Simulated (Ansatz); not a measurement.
**Li: pressure up to the limit of the methods**

How does Li (beta tin type) answer strong compression? The runs shown use PAW.

Computed with Ansatz 0.2.0 (DFT, PBE, PAW with Ansatz's default frozen-core files, scalar-relativistic, unless a step's input says otherwise).

## Step 1: The structure to begin with

The structure is tetragonal, space group I4_1/amd (No. 141). The conventional cell has a = 5.328 Å, b = 5.328 Å, c = 2.930 Å, α = 90.00°, β = 90.00°, γ = 90.00°. Li (site symmetry -4m2) has 6 Li at 2.76 to 2.93 Å in its first shell of neighbours.

Structure file:

```cif
data_structure
_symmetry_space_group_name_H-M 'P 1'
_symmetry_Int_Tables_number 1
_cell_length_a 4.0424
_cell_length_b 4.0424
_cell_length_c 4.0424
_cell_angle_alpha 97.549
_cell_angle_beta 97.549
_cell_angle_gamma 137.497
_cell_volume 41.59
loop_
_atom_site_label
_atom_site_type_symbol
_atom_site_fract_x
_atom_site_fract_y
_atom_site_fract_z
_atom_site_occupancy
Li1 Li 0.62500 0.87500 0.75000 1
Li2 Li 0.37500 0.12500 0.25000 1
```

Whether this phase is the stable one at these pressures isn't tested.

Atoms are numbered in the order of the input: Li1, Li2.

## Step 2: Cell relaxed at zero pressure, PAW

input.yaml

```yaml
crystal:
  lattice:
    - [-2.6639994006, 2.6639994006, 1.4651996703]
    - [2.6639994006, -2.6639994006, 1.4651996703]
    - [2.6639994006, 2.6639994006, -1.4651996703]
  atoms:
    - { symbol: Li, position: [-0.375, -0.125, -0.25] }
    - { symbol: Li, position: [0.375, 0.125, 0.25] }
kpoints:
  mp_grid: { grid: [15, 15, 15] }
scf:
  occupations: { method: fermi_dirac, width: 0.08 }
hamiltonian:
  xc: pbe
  pseudopotentials: { kind: paw }
output:
  forces: true
  stress: true
relax:
  f_tol: 0.005
  max_steps: 40
  cell: {}
```

Started as:

```
$ ansatz run input.yaml --threads 1 --pin off --max-ram 2048MiB --backend cpu --events-out ev --progress --plain --runs-dir out
```

Further steps of the session: Volume scaled by 1, PAW; Shape and atoms relaxed at 0.9 of the volume, PAW; Volume scaled by 0.9, PAW; Shape and atoms relaxed at 0.8 of the volume, PAW; Volume scaled by 0.8, PAW; Shape and atoms relaxed at 0.7 of the volume, PAW; Volume scaled by 0.7, PAW; Shape and atoms relaxed at 0.6 of the volume, PAW; Volume scaled by 0.6, PAW; Shape and atoms relaxed at 0.5 of the volume, PAW; Volume scaled by 0.5, PAW; Shape and atoms relaxed at 0.4 of the volume, PAW; Volume scaled by 0.4, PAW; Volume scaled by 0.4, PAW (cutoff 300 eV).

What does the calculation give? Wanted: PAW pressure at 0.4 of the volume; fitted bulk modulus at zero pressure.

The runs gave:

| quantity | value |
| --- | --- |
| PAW pressure at 0.4 of the volume | 53.3 GPa |
| PAW (cutoff 300 eV) pressure at 0.4 of the volume | 53.3 GPa |
| fitted bulk modulus at zero pressure (PAW) | 12.0 GPa |
| its pressure derivative | 3.61 |

What this shows: At 0.4 of the starting volume PAW gives 53 GPa. One third-order Birch-Murnaghan curve follows these points (B₀ = 12.0 GPa, B′ = 3.61, misfit at most 0.13 GPa). A fit over so wide a range leans to the high pressures, so B₀ can be off by several per cent. No all-electron run checks these rows here, and frozen cores can fail under such compression. The ions are at rest, and the electrons smeared by 0.08 eV.
